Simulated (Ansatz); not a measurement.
**Zone-centre phonons of BN at 6 GPa: input and output**

All numbers below come from DFT PBE+D3(BJ), scalar-relativistic, plane waves, PAW in Ansatz.

Launched with:
```bash
ansatz run input.yaml --threads 1 --pin off --max-ram 3072MiB --backend cpu --events-out ev --progress --plain --runs-dir out
```

Input (bare energies are in eV):
```yaml
crystal:
  lattice:
    - [2.4821864623, 0.0022729228, -0.2359642405]
    - [-1.2318575695, 2.1549452225, 0.2359490178]
    - [-0.964960818, -0.8816409935, 3.0148092961]
  atoms:
    - { symbol: B, position: [0.9918541013, 0.9918329821, -0.0049269166] }
    - { symbol: "N", position: [0.6562948987, 0.3240510179, 0.9917319166] }
basis:
  ecutwfc: 420
kpoints:
  mp_grid: { grid: [12, 12, 12] }
hamiltonian:
  xc: pbe
  dispersion: d3bj
scf:
  occupations: { method: fixed }
output:
  eigenvalues: true
phonons:
  method: dfpt
  dielectric: true
  rigid_motions: translations
  eigenvectors: true
```

The end of the output:
```
--- Phonons (Γ-DFPT): 6 representative perturbations + reference, on 868 of 1728 k-points (Σ response iterations 18) ---
  ASR residual: 1.460e-4 → 0.000e0 eV/Å²; symmetrization residual: 3.269e-7 eV/Å²
  The last average, over the group as it would stand without the narrowing to the FFT grids, took up to 3.956e-5 eV/Å² of the zone centre's force constants
  pairwise dispersion correction: d3bj (s6 = 1.0, s8 = 0.7875, a1 = 0.4289, a2_bohr = 4.4407), with the weights of each atom's references fixed at the reference crystal's, and the forces and stress that the weights' published response gives ...
  ASR residual per site (eV/Å²): 1.46e-4 5.44e-5
  Γ frequencies (cm⁻¹): 0.00 0.00 0.00 715.90 1383.54 1383.56
  ε∞ (high-frequency dielectric tensor):
        5.152718     0.010054    -0.182945
        0.010054     5.164240     0.106022
       -0.182948     0.106024     3.246728
  ε⁰ (static dielectric tensor: ions relaxed, cell fixed):
        7.059329     0.015438    -0.280999
        0.015438     7.077021     0.162847
       -0.281002     0.162849     4.131833
  ε⁰ − ε∞ (ionic part):
        1.906610     0.005384    -0.098054
        0.005384     1.912781     0.056825
       -0.098054     0.056825     0.885105
  softest optical mode at Γ: 715.90 cm⁻¹; the repairs (sum rule, projections) moved no ω² at Γ by more than (3.12 cm⁻¹)²
  Born effective charges Z* (e; rows j = field, columns β = displacement):
    site 0:
         2.67362    0.00904   -0.16448
         0.00904    2.68398    0.09532
        -0.16449    0.09532    0.96001
    site 1:
        -2.67362   -0.00904    0.16448
        -0.00904   -2.68398   -0.09532
         0.16449   -0.09532   -0.96001
  Z* charge neutrality: 2.828e-5 e pre-enforcement
  k-mesh period / interband length: 29.9 Å / 1.38 Å = 21.75 at k = (0.0000, -0.5000, -0.5000), direct gap 5.482 eV — 14 or more, which is no proof of convergence
  optical modes at Γ without the LO–TO term, one row a degenerate level:
      ω (cm⁻¹) modes IR ((D/Å)²/amu)
        715.90      1             3.3348
       1383.54      1            27.3459
       1383.56      1            27.3472
  optical modes at Γ + LO–TO along q̂ = [1.0000, 0.0000, 0.0000]:
      ω (cm⁻¹) modes IR ((D/Å)²/amu)
        716.26      1             3.3378
       1383.55      1            27.3462
       1618.61      1            27.3439
  optical modes at Γ + LO–TO along q̂ = [0.0000, 1.0000, 0.0000]:
      ω (cm⁻¹) modes IR ((D/Å)²/amu)
        716.02      1             3.3358
       1383.56      1            27.3469
       1619.36      1            27.3452
  optical modes at Γ + LO–TO along q̂ = [0.0000, 0.0000, 1.0000]:
      ω (cm⁻¹) modes IR ((D/Å)²/amu)
        804.47      1             3.3617
       1383.54      1            27.3459
       1388.94      1            27.3204
```

The run took 89 s on 1 thread of Intel(R) Xeon(R) Platinum 8259CL CPU @ 2.50GHz (Skylake/Cascade Lake), with other jobs on the host, peak memory 0.7 GiB.

This form isn't the usual stable structure of the compound at low pressure.